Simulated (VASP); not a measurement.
Runs of VASP 6.6.1 on MgO. Symmetry: P6_3mc, No. 186, hexagonal system. Conventional cell: a = 3.308 Å, b = 3.308 Å, c = 4.983 Å, α = 90.00°, β = 90.00°, γ = 120.00°. Around Mg (site symmetry 3m) lie 4 O at 1.97 to 1.99 Å. O (site symmetry 3m) is surrounded by 4 Mg at 1.97 to 1.99 Å. Measurements of this composition are mostly on another form, of space group No. 225.

```tsv
task	level	potentials or basis	cell	k mesh	cutoff (eV)	mesh quality	gap on the mesh (eV)	pressure (GPa)	relaxed volume (Å³/atom)
relaxation of cell and atoms	RPBE	VASP PAW PBE potentials, release 64 (Mg, O)	relaxed	9 × 9 × 6	600	not flagged	3.42	0.0	12.48
relaxation of cell and atoms	PBEsol	VASP PAW PBE potentials, release 64 (Mg, O_s)	relaxed	9 × 9 × 6	480	not flagged	3.37	0.0	11.81
relaxation of cell and atoms	PBEsol	VASP PAW PBE potentials, release 64 (Mg, O)	relaxed	3 × 3 × 2	600	coarse	3.29	0.0	11.05
relaxation of cell and atoms	PBEsol	VASP PAW PBE potentials, release 64 (Mg, O)	relaxed	9 × 9 × 6	580	not flagged	3.37	0.0	(a)
single point	PBEsol	VASP PAW PBE potentials, release 64 (Mg, O)	as given	9 × 9 × 6	520	not flagged	(c)	0.1	-
relaxation of cell and atoms	LDA	VASP PAW LDA potentials, release 64 (Mg, O)	relaxed	9 × 9 × 6	600	not flagged	3.56	0.0	(b)
relaxation of cell and atoms	PBEsol	VASP PAW PBE potentials, release 64 (Mg, O)	relaxed	9 × 9 × 6	600	not flagged	3.37	0.0	11.81
```

Alike in all rows: no spin polarisation; smearing gaussian 0.02 eV.

**Question.** Fill in the values left out.

**Answer.** (a) 11.82; (b) 10.53; (c) 3.34.

Caveats: some runs use coarse meshes; the PAW data sets were made with another functional, which shifts forces and pressure a little (some runs); an odd mesh through Γ misses points on the zone boundary, where band edges often lie (some runs).

Runs at the PBE level aren't shown here.
